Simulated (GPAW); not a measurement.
Input of a GPAW 26.7.0 run:

The input run.py:

```python
from ase.dft.bandgap import bandgap
from ase.io import read, write
from ase.units import GPa
from gpaw import GPAW, PW

atoms = read('Zn.xyz')

calc = GPAW(mode=PW(500),
            xc='PBE',
            kpts={'size': (9, 9, 5), 'gamma': True},
            occupations={'name': 'fermi-dirac', 'width': 0.05},
            nbands=21,
            maxiter=120,
            txt='gpaw.txt')
atoms.calc = calc
energy = atoms.get_potential_energy()
forces = atoms.get_forces()
stress = atoms.get_stress()
calc.write('gs.gpw')
write('result.traj', atoms)
print(f'Energy: {energy:.6f} eV')
print('Forces (eV/A):')
print(forces.round(4))
print('Stress (GPa):', (stress / GPa).round(3))
print('Fermi level:', round(calc.get_fermi_level(), 4), 'eV')
print(f'Gap: {bandgap(calc)[0]:.4f} eV, direct: {bandgap(calc, direct=True)[0]:.4f} eV')
```

Contents of Zn.xyz:

```xyz
2
Lattice="2.6700000000 0.0000000000 0.0000000000 -1.3350000000 2.3122878281 0.0000000000 0.0000000000 0.0000000000 4.9660000000" Properties=species:S:1:pos:R:3 pbc="T T T"
Zn     1.3350000001      0.7707626093      3.7245000000
Zn    -0.0000000001      1.5415252188      1.2415000000
```

Potentials or basis: GPAW PAW data sets (gpaw-data 1.2.1), pw.

Run with:

```sh
$ OMP_NUM_THREADS=1 python run.py
```

Task: Predict the pressure.

Result: -1.2 GPa.

Task: Predict the band gap on the k mesh.

Result: None (metal or under the smearing width).

Stress tensor (GPa, compression positive):
```
-2.35  0.00  0.00
 0.00 -2.35  0.00
 0.00  0.00  1.15
```

Caveat: the cutoff is short for stress and forces, so pressures can be off by a GPa or more.
